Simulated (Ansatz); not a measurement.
The system is TiO.

```
Ti O
1.0
     2.70834    0.00000    0.00000
     0.00000    2.70834    0.00000
     0.00000    0.00000    2.70834
Ti O
1 1
Cartesian
  0.0000 0.0000 0.0000
  1.3542 1.3542 1.3542
```

The cell comes from a database or a generator and needn't be the stable form of this composition.

Base run:

* Program: Ansatz 0.2.0
* Functional: r2SCAN
* Potentials or basis: Ansatz PAW
* Cutoff: 500 eV
* Density cutoff: 2000 eV
* k mesh: 7 × 7 × 7
* Occupations: gaussian, width 0.05 eV
* Spin: collinear spin, program default start
* Hubbard terms: Ti d U = 2 eV

Its results: band gap on the k mesh none (metal or under the smearing width); pressure -15.2 GPa.

Question: The run is repeated on the same cell with these changes: spin from collinear spin, program default start to no spin polarisation; hubbard terms from Ti d U = 2 eV to Ti d U = 4 eV. What comes out?

Answer: Band gap on the k mesh none (metal or under the smearing width); pressure -11.7 GPa.

Several settings changed at once, so the effect can't be laid on one alone.

Caveats: the PAW data sets come from PBE, with cores solved anew for the run's functional, which leaves a small shift of forces and pressure; the magnetic or orbital state may not be the lowest (some runs); U without spin polarisation on a metal has little footing (some runs).

Not every run made on this cell is shown here.
